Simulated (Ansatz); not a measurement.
Molecular dynamics on a 2×2×2 supercell (16 atoms) of CsH (zincblende), relaxed with r2SCAN. Forces come from PBE in Ansatz: Langevin thermostat and barostat (NPT), 800 K, steps of 1 fs. Classical nuclei, no spin polarisation; a few dozen steps show the first response, not equilibrium. The structure comes from a prototype and may be hypothetical.

```yaml
crystal:
  lattice:
    - [0.0, 6.9903492402, 6.9903492402]
    - [6.9903492402, 0.0, 6.9903492402]
    - [6.9903492402, 6.9903492402, 0.0]
  atoms:
    - { symbol: Cs, position: [0.0, 0.0, 0.0] }
    - { symbol: H, position: [0.125, 0.125, 0.125] }
    - { symbol: Cs, position: [0.0, 0.0, 0.5] }
    - { symbol: H, position: [0.125, 0.125, 0.625] }
    - { symbol: Cs, position: [0.0, 0.5, 0.0] }
    - { symbol: H, position: [0.125, 0.625, 0.125] }
    - { symbol: Cs, position: [0.0, 0.5, 0.5] }
    - { symbol: H, position: [0.125, 0.625, 0.625] }
    - { symbol: Cs, position: [0.5, 0.0, 0.0] }
    - { symbol: H, position: [0.625, 0.125, 0.125] }
    - { symbol: Cs, position: [0.5, 0.0, 0.5] }
    - { symbol: H, position: [0.625, 0.125, 0.625] }
    - { symbol: Cs, position: [0.5, 0.5, 0.0] }
    - { symbol: H, position: [0.625, 0.625, 0.125] }
    - { symbol: Cs, position: [0.5, 0.5, 0.5] }
    - { symbol: H, position: [0.625, 0.625, 0.625] }
kpoints:
  mp_grid: { grid: [2, 2, 2] }
hamiltonian:
  xc: pbe
scf:
  occupations: { method: fermi_dirac, width: 0.069 }
md:
  ensemble: npt_langevin
  temperature: 800
  timestep: 1.0
  n_steps: 40
  initial_velocities: maxwell_boltzmann
  seed: 2463
```

Command: `ansatz run input.yaml --threads 4 --pin off --max-ram 3686MiB --backend cpu --events-out ev --progress --plain --runs-dir out`. It took 5.9 min on 4 threads of Intel(R) Xeon(R) Processor @ 2.50GHz (Skylake/Cascade Lake), with other jobs on the host, load about 0.9 per core; peak host memory 1.7 GiB.

```
step  t (fs)  T (K)  free energy F from step 0 (meV/atom)  kinetic energy (meV/atom)  pressure (GPa)  volume (Å³/atom)  largest force (eV/Å)
   0       0    750                                   0.0                       96.9            0.27             42.70                  0.00
   1       1    716                                   0.5                       92.5            0.26             42.70                  0.06
   2       2    684                                   2.0                       88.4            0.26             42.72                  0.12
   3       3    692                                   4.4                       89.5            0.27             42.74                  0.18
   4       4    645                                   7.7                       83.4            0.27             42.76                  0.24
   5       5    631                                  11.8                       81.6            0.29             42.78                  0.30
   6       6    599                                  16.8                       77.5            0.31             42.80                  0.37
   7       7    593                                  22.3                       76.7            0.33             42.83                  0.43
   8       8    551                                  28.0                       71.2            0.35             42.85                  0.49
   9       9    499                                  33.5                       64.5            0.36             42.87                  0.54
  10      10    429                                  38.5                       55.4            0.37             42.89                  0.59
  11      11    449                                  42.6                       58.0            0.40             42.89                  0.62
  12      12    450                                  45.6                       58.2            0.42             42.89                  0.63
  13      13    442                                  47.9                       57.1            0.43             42.89                  0.63
  14      14    451                                  49.2                       58.3            0.44             42.90                  0.61
  15      15    465                                  49.7                       60.1            0.44             42.92                  0.60
  16      16    497                                  49.6                       64.2            0.45             42.95                  0.60
  17      17    530                                  49.1                       68.5            0.46             42.98                  0.59
  18      18    491                                  48.3                       63.5            0.44             43.01                  0.59
  19      19    511                                  47.4                       66.0            0.43             43.04                  0.59
  20      20    568                                  46.4                       73.5            0.44             43.08                  0.59
  21      21    609                                  45.6                       78.7            0.45             43.12                  0.59
  22      22    599                                  45.1                       77.5            0.44             43.17                  0.59
  23      23    648                                  44.9                       83.7            0.44             43.20                  0.58
  24      24    642                                  45.2                       83.0            0.44             43.24                  0.58
  25      25    596                                  46.0                       77.1            0.42             43.27                  0.59
  26      26    586                                  47.0                       75.7            0.42             43.31                  0.58
  27      27    583                                  48.3                       75.4            0.42             43.34                  0.59
  28      28    645                                  49.9                       83.3            0.44             43.38                  0.59
  29      29    585                                  51.8                       75.7            0.42             43.41                  0.60
  30      30    579                                  53.5                       74.9            0.42             43.45                  0.66
  31      31    582                                  55.1                       75.2            0.42             43.49                  0.72
  32      32    535                                  56.4                       69.2            0.40             43.54                  0.75
  33      33    552                                  57.3                       71.3            0.39             43.60                  0.78
  34      34    562                                  57.6                       72.7            0.38             43.67                  0.78
  35      35    579                                  57.3                       74.9            0.36             43.74                  0.78
  36      36    567                                  57.0                       73.3            0.34             43.82                  0.76
  37      37    568                                  56.8                       73.5            0.32             43.89                  0.74
  38      38    588                                  56.4                       76.0            0.31             43.96                  0.72
  39      39    639                                  55.5                       82.6            0.31             44.03                  0.70
  40      40    631                                  54.3                       81.5            0.28             44.08                  0.66
```

The temperature starts at 750 K, is lowest at step 10 (429 K, 10 fs) and ends at 631 K. The thermostat hasn't had time to restore it. The atoms start on their lattice sites with kinetic energy alone, so much of it first passes into potential energy.

Positions (Å) and forces (eV/Å) at step 40:
```
cell (Å): 0.000 7.065 7.065; 7.065 0.000 7.065; 7.065 7.065 0.000
Cs   0.032   0.029  -0.083    -0.123  -0.227   0.012
H    1.530   1.770   1.570     0.073   0.035   0.010
Cs   3.620   3.534  -0.137     0.125  -0.117   0.317
H    5.473   5.156   1.799    -0.080   0.271  -0.068
Cs   3.479   0.033   3.517    -0.289  -0.128  -0.177
H    5.009   2.093   4.420    -0.162  -0.224   0.578
Cs   7.061   3.436   3.619     0.450   0.316  -0.361
H    9.089   4.986   5.261    -0.289   0.359   0.058
Cs  -0.046   3.663   3.514     0.032  -0.145  -0.085
H    1.686   4.704   5.592    -0.142   0.506  -0.147
Cs   3.600   7.050   3.704    -0.101  -0.156  -0.257
H    5.081   9.080   4.910     0.180  -0.196   0.210
Cs   3.582   3.524   7.081     0.164  -0.171   0.100
H    5.197   5.378   8.928     0.148   0.102  -0.190
Cs   7.051   6.943   7.057     0.106   0.145  -0.003
H    8.993   8.996   8.847    -0.092  -0.369   0.005
```
